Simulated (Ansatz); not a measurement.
**SiS2: field gradients at two levels of theory**

Cell: an entry of the Crystallography Open Database (COD) whose atoms were relaxed with PBE, the cell held.

```cif
data_SiS2
_symmetry_space_group_name_H-M 'Ibam'
_symmetry_Int_Tables_number 72
_cell_length_a 5.5640
_cell_length_b 9.5450
_cell_length_c 5.5520
_cell_angle_alpha 90.000
_cell_angle_beta 90.000
_cell_angle_gamma 90.000
loop_
_atom_site_label
_atom_site_type_symbol
_atom_site_symmetry_multiplicity
_atom_site_Wyckoff_symbol
_atom_site_fract_x
_atom_site_fract_y
_atom_site_fract_z
Si Si 4 a 0.0000 0.0000 0.7500
S S 8 j 0.2111 0.1188 0.0000
```

One atom of each set is listed; the run and its k-mesh use a cell of 6 atoms with edges of 6.18, 6.18, 6.18 Å.

First run. The numbers come from a DFT calculation in Ansatz (PBE, plane waves and PAW, scalar-relativistic, 420 eV cutoff, Γ-centred 8×8×8 k-points, Fermi–Dirac smearing 0.01 eV).

| site | V_zz (10²¹ V/m²) | η |
| --- | --- | --- |
| Si | -0.44 | 0.62 |
| S | -13.21 | 0.61 |

Second run. The same atoms and settings, except that the functional is r2SCAN and the cutoff is 500 eV.

(1) Given the first result, estimate the second.

## Answers

(1) 

```json
{"site": "Si", "V_zz": "-0.50", "η": "0.54", "change of V_zz": "-0.06"}
{"site": "S", "V_zz": "-13.02", "η": "0.61", "change of V_zz": "+0.19"}
```

The largest change of V_zz is on S, from -13.21 to -13.02. In per cent, |V_zz| changes by -1 on S (all sites that start above 0.5).

For the second run: The largest force is 0.3 eV/Å, so the atoms aren't at the calculated equilibrium and relaxing them would move these values.
